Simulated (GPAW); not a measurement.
CaO:

```xyz
2
Lattice="0.0000 2.4036 2.4036 2.4036 0.0000 2.4036 2.4036 2.4036 0.0000" Properties=species:S:1:pos:R:3 pbc="T T T"
Ca    0.0000    0.0000    0.0000
O     2.4036    2.4036    2.4036
```

The cell is a database's computed one.

| Item | Value |
| --- | --- |
| Program | GPAW 26.7.0 |
| Task | relaxation of cell and atoms |
| Functional | LDA |
| Potentials or basis | the program's PAW data sets (release 1.2.1) made for this functional |
| Cutoff | 800 eV |
| Basis | pw |
| k mesh | 10 × 10 × 10 |
| Occupations | fermi-dirac, width 0.05 eV |
| Spin | no spin polarisation |

At the start: pressure -6.3 GPa; volume 13.89 Å³/atom.

Question: Where does the relaxation end?

Answer: Over 4 steps the energy falls by 14.9 meV/atom and the volume is 13.14 Å³/atom (-5.4 %); space group Fm-3m (No. 225, to 0.05 Å).

Step by step:
| step | energy change (eV) | largest force (eV/Å) | pressure (GPa) | volume (Å³) |
| --- | --- | --- | --- | --- |
| 1 | 0.0000 | 0.0000 | -6.29 | 27.77 |
| 2 | -0.0113 | 0.0000 | -5.09 | 27.45 |
| 3 | -0.0297 | 0.0000 | 0.39 | 26.19 |
| 4 | -0.0298 | 0.0000 | -0.02 | 26.28 |

Final structure:
```
Ca O
1.0
     0.00000    2.35969    2.35969
     2.35969    0.00000    2.35969
     2.35969    2.35969    0.00000
Ca O
1 1
Direct
  0.00000 0.00000 0.00000
  0.50000 0.50000 0.50000
```

Caveat: later steps reuse the first step's grids.
